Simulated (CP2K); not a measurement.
Mo under changes of volume

One of the cells (15.892 Å³/atom); the others are scaled copies at fixed shape and fractional positions:

```xyz
1
Lattice="2.7432 0.0000 0.0000 -0.9144 2.5863 0.0000 -0.9144 -1.2932 2.2398" Properties=species:S:1:pos:R:3 pbc="T T T"
Mo    0.0000    0.0000    0.0000
```

| Item | Value |
| --- | --- |
| Program | CP2K 2026.2 |
| Functional | LDA |
| Potentials or basis | GTH_POTENTIALS Mo GTH-PADE-q14; TZVP-MOLOPT-PBE-GTH basis |
| Density cutoff | 6123 eV |
| k mesh | 12 × 12 × 12 |
| Occupations | fermi-dirac, width 0.1 eV |
| Spin | no spin polarisation |

```csv
volume (Å³/atom),energy over the lowest point (meV/atom),pressure (GPa)
14.938,4.09,5.5
15.256,0.00,-1.2
15.574,?,?
15.892,28.36,-12.5
16.209,58.30,-17.3
16.527,97.28,-21.6
16.845,144.33,-25.5
```

Problem. What does the run at 15.574 Å³/atom give?

Solution. Energy over the lowest point 8.52 meV/atom; pressure -7.2 GPa.

Worked out: A Birch-Murnaghan fit of order 3 (a polynomial in V^(-2/3)) to the other rows has its minimum at 15.19 Å³/atom with B0 = V·E''(V) = 312 GPa and B' = 4.4. It gives 8.53 meV/atom at 15.574 Å³/atom, against the run's 8.52, and -dE/dV = -7.3 GPa, against -7.2.

Energies are extrapolated to zero smearing.

Caveats: the basis of atomic orbitals isn't converged, which shifts pressures, moduli and gaps.
